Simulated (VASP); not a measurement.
# Zone-centre spectra of SiC (Moissanite), part 5 of 7

What would a Raman spectrum of SiC (Moissanite) look like? The cell is of the wurtzite type, one of the forms listed for this formula. The start is a cell from a database of measured crystal structures.

VASP 6.6.1, plane waves and PAW; the level of theory is named at each step.

So far. Step 6 (Dielectric tensor along a mode, mode (cm-1) 837.49 …): The two moves along the mode at 837 cm⁻¹ give the same tensor, so the mode is Raman silent. The relaxed cell has a = 3.064, c = 5.029 Å (conventional setting).

## Step 7: Dielectric tensor along a mode, mode (cm-1) 798.17, amplitude 0.05

Level of this step: LDA, displaced atoms; plane waves and PAW (Si, C) (VASP).

The same response, for the next move.

INCAR reads:

```
SYSTEM = SiC
PREC = Accurate
ENCUT = 520
EDIFF = 1E-08
NELM = 100
ISMEAR = 0
SIGMA = 0.01
LREAL = .FALSE.
ALGO = Normal
GGA = CA
NBANDS = 14
LWAVE = .FALSE.
LCHARG = .FALSE.
KPAR = 2
LEPSILON = .TRUE.
```

POSCAR reads:

```
SiC
1.0
    3.0639158633      0.0000000000      0.0000000000
   -1.5319579317      2.6534289726      0.0000000000
    0.0000000000      0.0000000000      5.0290029076
Si C
2 2
Direct
    0.6657225845      0.3337283860      0.5046146513
    0.3323892511      0.6670617194      0.0046146513
    0.6688740987      0.3324096396      0.8803853487
    0.3355407653      0.6657429730      0.3803853487
```

KPOINTS reads:

```
Automatic mesh
0
Gamma
8 8 5
0 0 0
```

The projector-augmented-wave data sets are Si and C (PBE family, release 64).

Run with:

```console
$ mpirun -np 2 vasp_std
```

Log:

```text
[... set-up lines as in an earlier step ...]
 entering main loop
       N       E                     dE             d eps       ncg     rms          rms(c)
DAV:   1     0.269805463479E+02    0.26981E+02   -0.73692E+03  4536   0.103E+03
DAV:   2    -0.341832064626E+02   -0.61164E+02   -0.55799E+02  6194   0.173E+02
DAV:   3    -0.370703183123E+02   -0.28871E+01   -0.28712E+01  6336   0.358E+01
DAV:   4    -0.370981238314E+02   -0.27806E-01   -0.27800E-01  5070   0.418E+00
[...]
DAV:  12    -0.331621268353E+02    0.12900E-05   -0.25631E-06  5682   0.989E-03    0.559E-03
DAV:  13    -0.331621266033E+02    0.23199E-06   -0.12375E-06  6036   0.644E-03    0.128E-03
DAV:  14    -0.331621266008E+02    0.24497E-08   -0.49517E-08  5622   0.162E-03
   1 F= -.33162127E+02 E0= -.33162127E+02  d E =-.108884E-13
 Linear response reoptimize wavefunctions to high precision
DAV:   1    -0.331621266011E+02   -0.21214E-09   -0.80786E-10  4524   0.250E-04
DAV:   2    -0.331621266011E+02   -0.15007E-10   -0.66723E-11  3306   0.727E-05
 Linear response G [H, r] |phi>, progress :
  Direction:   1
[...]
RMM:  10    -0.718567549442E+00   -0.62449E-06   -0.11604E-08  7041   0.109E-04    0.143E-05
RMM:  11    -0.718567744639E+00   -0.19520E-06   -0.70842E-08  5133   0.744E-05    0.362E-06
 change of polarisation eV/A/(eV/A) component  2 :    -0.000     1.359     0.001
 dielectric tensor                  component  2 :    -0.000     7.015     0.003
 Linear response to external field, progress :
  Direction:   3
       N       E                     dE             d eps       ncg     rms          rms(c)
RMM:   1    -0.727276137755E+00   -0.72728E+00   -0.30468E+00  9522   0.353E+00
RMM:   2    -0.745307099189E+00   -0.18031E-01   -0.67491E-03  7823   0.495E-01    0.122E+00
RMM:   3    -0.726248738587E+00    0.19058E-01   -0.12649E-02  7734   0.635E-01    0.709E-01
RMM:   4    -0.745218610015E+00   -0.18970E-01   -0.16426E-02  7822   0.713E-01    0.101E-01
[...]
RMM:   8    -0.748976209603E+00   -0.45183E-04   -0.56916E-08  8531   0.153E-03    0.160E-04
RMM:   9    -0.748977111903E+00   -0.90230E-06    0.22719E-09  8200   0.204E-04    0.559E-05
RMM:  10    -0.748977048872E+00    0.63031E-07    0.18448E-08  6134   0.708E-05    0.804E-06
 change of polarisation eV/A/(eV/A) component  3 :    -0.002     0.001     1.419
 dielectric tensor                  component  3 :    -0.010     0.003     7.280
 Born effective charges drift removed
```

It took 2.4 min on 2 MPI ranks of Intel Xeon 6975P-C (Granite Rapids), shared host; peak memory 0.67 GiB; 4.8 min of CPU time.

OUTCAR, selected parts (step 7):

```text
  Total        0.0115679      0.0067023     -0.0027981     -0.0016032     -0.0425505      0.1419846
  in kB        0.4533123      0.2626429     -0.1096481     -0.0628250     -1.6674360      5.5639822
  external PRESSURE =       0.2021024 kB  Pullay stress =       0.0000000 kB

 POSITION                                       TOTAL-FORCE (eV/Angst)
 -----------------------------------------------------------------------------------
      1.52846      0.88552      2.53771         0.232431     -0.072420      0.002572
     -0.00350      1.77000      0.02321         0.227895     -0.065533      0.002519
      1.54014      0.88203      4.42746        -0.227816      0.065413     -0.002516
      0.00818      1.76650      1.91296        -0.232510      0.072539     -0.002574
 -----------------------------------------------------------------------------------
    total drift:                                0.000027     -0.000009     -0.000057

 MACROSCOPIC STATIC DIELECTRIC TENSOR (including local field effects in DFT)
 ------------------------------------------------------
           7.015827    -0.000469    -0.009506
          -0.000286     7.014677     0.002916
          -0.009449     0.002765     7.279680
 ------------------------------------------------------

[... 1 part as in an earlier step ...]

[... 1 further part left out ...]
```

Electronic dielectric tensor with local fields:

```
 7.02  0.00 -0.01
 0.00  7.01  0.00
-0.01  0.00  7.28
```

The principal values of the electronic dielectric tensor with local fields are 7.01, 7.02 and 7.28.

## Step 8: Dielectric tensor along a mode, mode (cm-1) 798.17, amplitude -0.05

The same response, for the next move.

INCAR is that of step 7.

POSCAR reads:

```
SiC
1.0
    3.0639158633      0.0000000000      0.0000000000
   -1.5319579317      2.6534289726      0.0000000000
    0.0000000000      0.0000000000      5.0290029076
Si C
2 2
Direct
    0.6676107489      0.3329382806      0.5046146513
    0.3342774155      0.6662716140      0.0046146513
    0.6644592347      0.3342570270      0.8803853487
    0.3311259013      0.6675903604      0.3803853487
```

KPOINTS is that of step 7.

Run with:

```console
$ mpirun -np 2 vasp_std
```

Log:

```text
[... set-up lines as in an earlier step ...]
 entering main loop
       N       E                     dE             d eps       ncg     rms          rms(c)
DAV:   1     0.270026844856E+02    0.27003E+02   -0.73690E+03  4536   0.103E+03
DAV:   2    -0.341800558599E+02   -0.61183E+02   -0.55787E+02  6204   0.173E+02
DAV:   3    -0.370702467517E+02   -0.28902E+01   -0.28743E+01  6342   0.357E+01
DAV:   4    -0.370981222660E+02   -0.27876E-01   -0.27870E-01  5040   0.419E+00
[...]
DAV:  12    -0.331621268301E+02    0.12977E-05   -0.25718E-06  5652   0.990E-03    0.557E-03
DAV:  13    -0.331621266034E+02    0.22672E-06   -0.12222E-06  6066   0.640E-03    0.128E-03
DAV:  14    -0.331621266008E+02    0.25452E-08   -0.49030E-08  5622   0.160E-03
   1 F= -.33162127E+02 E0= -.33162127E+02  d E =-.108874E-13
 Linear response reoptimize wavefunctions to high precision
DAV:   1    -0.331621266011E+02   -0.23238E-09   -0.81375E-10  4560   0.251E-04
DAV:   2    -0.331621266011E+02    0.24102E-10   -0.67788E-11  3342   0.728E-05
 Linear response G [H, r] |phi>, progress :
  Direction:   1
[...]
RMM:  10    -0.718567727002E+00   -0.67300E-06   -0.10728E-08  7189   0.111E-04    0.144E-05
RMM:  11    -0.718567922034E+00   -0.19503E-06    0.24309E-08  5041   0.723E-05    0.367E-06
 change of polarisation eV/A/(eV/A) component  2 :    -0.000     1.359    -0.001
 dielectric tensor                  component  2 :    -0.000     7.015    -0.003
 Linear response to external field, progress :
  Direction:   3
       N       E                     dE             d eps       ncg     rms          rms(c)
RMM:   1    -0.727276201886E+00   -0.72728E+00   -0.30468E+00  9522   0.353E+00
RMM:   2    -0.745307127496E+00   -0.18031E-01   -0.67491E-03  7824   0.495E-01    0.122E+00
RMM:   3    -0.726248876809E+00    0.19058E-01   -0.12650E-02  7735   0.635E-01    0.709E-01
RMM:   4    -0.745218655091E+00   -0.18970E-01   -0.16425E-02  7823   0.713E-01    0.101E-01
[...]
RMM:   8    -0.748976270361E+00   -0.45157E-04   -0.63721E-08  8537   0.153E-03    0.160E-04
RMM:   9    -0.748977168465E+00   -0.89810E-06   -0.57170E-09  8191   0.203E-04    0.558E-05
RMM:  10    -0.748977108198E+00    0.60266E-07    0.34113E-09  6143   0.696E-05    0.805E-06
 change of polarisation eV/A/(eV/A) component  3 :     0.002    -0.001     1.419
 dielectric tensor                  component  3 :     0.009    -0.003     7.280
 Born effective charges drift removed
```

The job ended after 2.3 min (2 MPI ranks; peak memory 0.69 GiB).

Parts of OUTCAR (step 8):

```text
  Total        0.0115675      0.0067019     -0.0027997     -0.0016032      0.0425503     -0.1419847
  in kB        0.4532979      0.2626300     -0.1097111     -0.0628252      1.6674264     -5.5639844
  external PRESSURE =       0.2020723 kB  Pullay stress =       0.0000000 kB

 POSITION                                       TOTAL-FORCE (eV/Angst)
 -----------------------------------------------------------------------------------
      1.53546      0.88343      2.53771        -0.227895      0.065533      0.002519
      0.00350      1.76790      0.02321        -0.232431      0.072420      0.002571
      1.52378      0.88693      4.42746         0.232510     -0.072539     -0.002574
     -0.00818      1.77140      1.91296         0.227816     -0.065413     -0.002516
 -----------------------------------------------------------------------------------
    total drift:                               -0.000027      0.000009     -0.000057

 MACROSCOPIC STATIC DIELECTRIC TENSOR (including local field effects in DFT)
 ------------------------------------------------------
           7.015820    -0.000500     0.009440
          -0.000255     7.014678    -0.002769
           0.009515    -0.002912     7.279680
 ------------------------------------------------------

[... 2 parts as in an earlier step ...]
```

Electronic dielectric tensor with local fields:

```
7.02 0.00 0.01
0.00 7.01 0.00
0.01 0.00 7.28
```

Between the two moves along the mode at 798 cm⁻¹ the tensors differ most in zx: forward less backward gives -0.0190.

## Step 9: Dielectric tensor along a mode, mode (cm-1) 768.7, amplitude 0.05

The same response, for the next move.

INCAR is that of step 8.

POSCAR reads:

```
SiC
1.0
    3.0639158633      0.0000000000      0.0000000000
   -1.5319579317      2.6534289726      0.0000000000
    0.0000000000      0.0000000000      5.0290029076
Si C
2 2
Direct
    0.6666666667      0.3333333333      0.5038885509
    0.3333333333      0.6666666667      0.0038885509
    0.6666666667      0.3333333333      0.8820830490
    0.3333333333      0.6666666667      0.3820830490
```

KPOINTS is that of step 8.

Run with:

```console
$ mpirun -np 2 vasp_std
```

Log:

```text
[... set-up lines as in an earlier step ...]
 entering main loop
       N       E                     dE             d eps       ncg     rms          rms(c)
DAV:   1     0.275655493767E+02    0.27566E+02   -0.73738E+03   840   0.103E+03
DAV:   2    -0.340959936412E+02   -0.61662E+02   -0.56499E+02  1208   0.173E+02
DAV:   3    -0.370719425899E+02   -0.29759E+01   -0.29599E+01  1158   0.359E+01
DAV:   4    -0.370998929214E+02   -0.27950E-01   -0.27945E-01   960   0.423E+00
[...]
DAV:  13    -0.331623982771E+02    0.18376E-06   -0.11770E-06  1128   0.631E-03    0.122E-03
DAV:  14    -0.331623982882E+02   -0.11123E-07   -0.48684E-08  1032   0.158E-03    0.355E-04
DAV:  15    -0.331623982923E+02   -0.40097E-08   -0.10427E-09   618   0.271E-04
   1 F= -.33162398E+02 E0= -.33162398E+02  d E =-.507144E-39
 Linear response reoptimize wavefunctions to high precision
DAV:   1    -0.331623982926E+02   -0.37653E-09   -0.81869E-11   708   0.815E-05
DAV:   2    -0.331623982925E+02    0.11050E-09   -0.11584E-11   576   0.277E-05
[...]
RMM:   9    -0.716428524641E+00    0.39061E-05   -0.33288E-07  4828   0.389E-04    0.362E-05
RMM:  10    -0.716428520541E+00    0.41006E-08   -0.43184E-08  3686   0.741E-05    0.144E-05
 change of polarisation eV/A/(eV/A) component  2 :    -0.291     1.355    -0.000
 dielectric tensor                  component  2 :    -1.287     6.997    -0.000
 Linear response to external field, progress :
  Direction:   3
       N       E                     dE             d eps       ncg     rms          rms(c)
RMM:   1    -0.731266059818E+00   -0.73127E+00   -0.30765E+00  1715   0.351E+00
RMM:   2    -0.748940443685E+00   -0.17674E-01   -0.66519E-03  1431   0.490E-01    0.122E+00
RMM:   3    -0.730105111548E+00    0.18835E-01   -0.12421E-02  1403   0.630E-01    0.711E-01
RMM:   4    -0.749448608509E+00   -0.19343E-01   -0.16310E-02  1412   0.714E-01    0.999E-02
[...]
RMM:   9    -0.753102511569E+00    0.12902E-05   -0.11847E-08  1507   0.265E-04    0.694E-05
RMM:  10    -0.753103448415E+00   -0.93685E-06   -0.51327E-08  1275   0.896E-05    0.118E-05
RMM:  11    -0.753103465608E+00   -0.17193E-07   -0.95021E-09   781   0.372E-05    0.201E-06
 change of polarisation eV/A/(eV/A) component  3 :    -0.194    -0.135     1.426
 dielectric tensor                  component  3 :    -0.857    -0.595     7.313
 Born effective charges drift removed
```

It took 43 s on 2 MPI ranks; peak memory 0.46 GiB.

From OUTCAR (step 9):

```text
  Total        0.1319181      0.1319181     -0.2364511     -0.0000000      0.0000000      0.0000000
  in kB        5.1695028      5.1695028     -9.2658616     -0.0000000      0.0000000      0.0000000
  external PRESSURE =       0.3577147 kB  Pullay stress =       0.0000000 kB

 POSITION                                       TOTAL-FORCE (eV/Angst)
 -----------------------------------------------------------------------------------
      1.53196      0.88448      2.53406        -0.000000      0.000000      0.216446
     -0.00000      1.76895      0.01956        -0.000000      0.000000      0.216446
      1.53196      0.88448      4.43600        -0.000000     -0.000000     -0.216446
     -0.00000      1.76895      1.92150         0.000000      0.000000     -0.216446
 -----------------------------------------------------------------------------------
    total drift:                               -0.000000      0.000000     -0.000115

 MACROSCOPIC STATIC DIELECTRIC TENSOR (including local field effects in DFT)
 ------------------------------------------------------
           6.997244    -0.000000     0.000000
          -0.000000     6.997244     0.000000
           0.000000     0.000000     7.313471
 ------------------------------------------------------

[... 2 parts as in an earlier step ...]
```

Electronic dielectric tensor with local fields:

```
7.00 0.00 0.00
0.00 7.00 0.00
0.00 0.00 7.31
```

The principal values of the electronic dielectric tensor with local fields are 7.00, 7.00 and 7.31.

## Step 10: Dielectric tensor along a mode, mode (cm-1) 768.7, amplitude -0.05

The same response, for the next move.

INCAR is that of step 9.

POSCAR reads:

```
SiC
1.0
    3.0639158633      0.0000000000      0.0000000000
   -1.5319579317      2.6534289726      0.0000000000
    0.0000000000      0.0000000000      5.0290029076
Si C
2 2
Direct
    0.6666666667      0.3333333333      0.5053407517
    0.3333333333      0.6666666667      0.0053407517
    0.6666666667      0.3333333333      0.8786876484
    0.3333333333      0.6666666667      0.3786876484
```

KPOINTS is that of step 9.

Run with:

```console
$ mpirun -np 2 vasp_std
```

Log:

```text
[... set-up lines as in an earlier step ...]
 entering main loop
       N       E                     dE             d eps       ncg     rms          rms(c)
DAV:   1     0.275046206501E+02    0.27505E+02   -0.73751E+03   840   0.103E+03
DAV:   2    -0.341149619462E+02   -0.61620E+02   -0.56457E+02  1202   0.173E+02
DAV:   3    -0.370688882945E+02   -0.29539E+01   -0.29380E+01  1146   0.359E+01
DAV:   4    -0.370966734411E+02   -0.27785E-01   -0.27780E-01   960   0.421E+00
[...]
DAV:  13    -0.331622786554E+02    0.23569E-06   -0.13125E-06  1110   0.661E-03    0.130E-03
DAV:  14    -0.331622786680E+02   -0.12672E-07   -0.49446E-08  1002   0.165E-03    0.495E-04
DAV:  15    -0.331622786716E+02   -0.35866E-08   -0.83274E-10   618   0.243E-04
   1 F= -.33162279E+02 E0= -.33162279E+02  d E =-.466857E-55
 Linear response reoptimize wavefunctions to high precision
DAV:   1    -0.331622786717E+02   -0.10732E-09   -0.42751E-10   738   0.139E-04
DAV:   2    -0.331622786717E+02    0.18645E-10   -0.55754E-11   594   0.583E-05
 Linear response G [H, r] |phi>, progress :
  Direction:   1
[...]
RMM:  10    -0.720603226204E+00   -0.73626E-07   -0.50926E-08  3601   0.719E-05    0.144E-05
RMM:  11    -0.720603184744E+00    0.41460E-07   -0.19770E-08  2675   0.434E-05    0.113E-06
 change of polarisation eV/A/(eV/A) component  2 :    -0.298     1.363    -0.000
 dielectric tensor                  component  2 :    -1.318     7.031    -0.000
 Linear response to external field, progress :
  Direction:   3
       N       E                     dE             d eps       ncg     rms          rms(c)
RMM:   1    -0.724482625742E+00   -0.72448E+00   -0.30273E+00  1715   0.352E+00
RMM:   2    -0.742285342293E+00   -0.17803E-01   -0.66960E-03  1429   0.491E-01    0.122E+00
RMM:   3    -0.722945769026E+00    0.19340E-01   -0.12950E-02  1399   0.642E-01    0.707E-01
RMM:   4    -0.741483154040E+00   -0.18537E-01   -0.16465E-02  1416   0.712E-01    0.103E-01
[...]
RMM:   8    -0.745419809969E+00   -0.46921E-04   -0.53270E-08  1557   0.161E-03    0.156E-04
RMM:   9    -0.745420513755E+00   -0.70379E-06    0.51564E-10  1463   0.181E-04    0.666E-05
RMM:  10    -0.745420589672E+00   -0.75917E-07    0.22966E-09  1091   0.606E-05    0.721E-06
 change of polarisation eV/A/(eV/A) component  3 :    -0.185    -0.124     1.412
 dielectric tensor                  component  3 :    -0.818    -0.549     7.251
 Born effective charges drift removed
```

Wall time 43 s (2 MPI ranks); peak memory 0.46 GiB.

OUTCAR, selected parts (step 10):

```text
  Total       -0.1254638     -0.1254638      0.2512276      0.0000000     -0.0000000      0.0000000
  in kB       -4.9165766     -4.9165766      9.8449105      0.0000000     -0.0000000      0.0000000
  external PRESSURE =       0.0039191 kB  Pullay stress =       0.0000000 kB

 POSITION                                       TOTAL-FORCE (eV/Angst)
 -----------------------------------------------------------------------------------
      1.53196      0.88448      2.54136        -0.000000     -0.000000     -0.229320
     -0.00000      1.76895      0.02686         0.000000      0.000000     -0.229320
      1.53196      0.88448      4.41892        -0.000000      0.000000      0.229320
     -0.00000      1.76895      1.90442         0.000000     -0.000000      0.229320
 -----------------------------------------------------------------------------------
    total drift:                               -0.000000     -0.000000     -0.000032

 MACROSCOPIC STATIC DIELECTRIC TENSOR (including local field effects in DFT)
 ------------------------------------------------------
           7.031253    -0.000000    -0.000000
          -0.000000     7.031253    -0.000000
           0.000000     0.000000     7.250642
 ------------------------------------------------------

[... 2 parts as in an earlier step ...]
```

Electronic dielectric tensor with local fields:

```
7.03 0.00 0.00
0.00 7.03 0.00
0.00 0.00 7.25
```

Between the two moves along the mode at 769 cm⁻¹ the tensors differ most in zz: forward less backward gives +0.0628.

(Continued in part 6 of 7.)

[Lines on the potential files, build, host, timing and source positions are cut from VASP's logs without a mark.]

[Logs are printed without paths, hosts, clocks, repeated set-up lines and the standing remarks that a program may print on its own settings, such as how far it seeks lower states.]

[Hosts, paths, dates, database ids (printed as entryN), source tags and the programs' standing remarks are cut or masked in the printed files.]
